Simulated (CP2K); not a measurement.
Runs of CP2K 2026.2 on GaP. It takes space group F-43m (No. 216, cubic). The conventional cell has a = 5.451 Å, b = 5.451 Å, c = 5.451 Å, α = 90.00°, β = 90.00°, γ = 90.00°. Around Ga (site symmetry -43m) lie 4 P at 2.36 Å. P (site symmetry -43m) is surrounded by 4 Ga at 2.36 Å. 

```tsv
task	level	smearing	EPS_DEFAULT	NGRIDS	points a segment of the path (NPOINTS)	bands added on the path	CUTOFF of the grids	gap on the mesh (eV)	V0 of scaled cells (Å³/atom)	B0 (GPa)
band structure	TB-mBJ	fermi-dirac 0.05 eV	1.0E-9	4	6	6	675 Ry	1.79	-	-
band structure	PBEsol	fermi-dirac 0.0259 eV	1.0E-9	5	8	2	450 Ry	1.51	-	-
equation of state	PBEsol	fermi-dirac 0.05 eV	1.0E-10	4	-	-	450 Ry	-	20.30	84
equation of state	PBE	fermi-dirac 0.05 eV	1.0E-10	4	-	-	450 Ry	-	(a)	(b)
band structure	TB-mBJ	fermi-dirac 0.0259 eV	1.0E-9	5	6	4	675 Ry	1.79	-	-
```

Alike in all rows: potentials or basis POTENTIAL_UZH Ga GTH-PBE-q13, P GTH-PBE-q5; TZVP-MOLOPT-PBE-GTH basis; no spin polarisation; cell as given; k mesh 8 × 8 × 8.

Q: Estimate the missing entries.

A: (a) 20.98; (b) 76.

Caveats: the basis of atomic orbitals isn't converged, which shifts pressures, moduli and gaps; the potentials were made for another functional, which shifts forces and pressure (some runs); this is a model potential without an energy functional, so only levels have meaning (some runs).

A k mesh can miss the band edges, and the runs leave out spin-orbit coupling on Ga.

Not every run made on this cell is shown here.
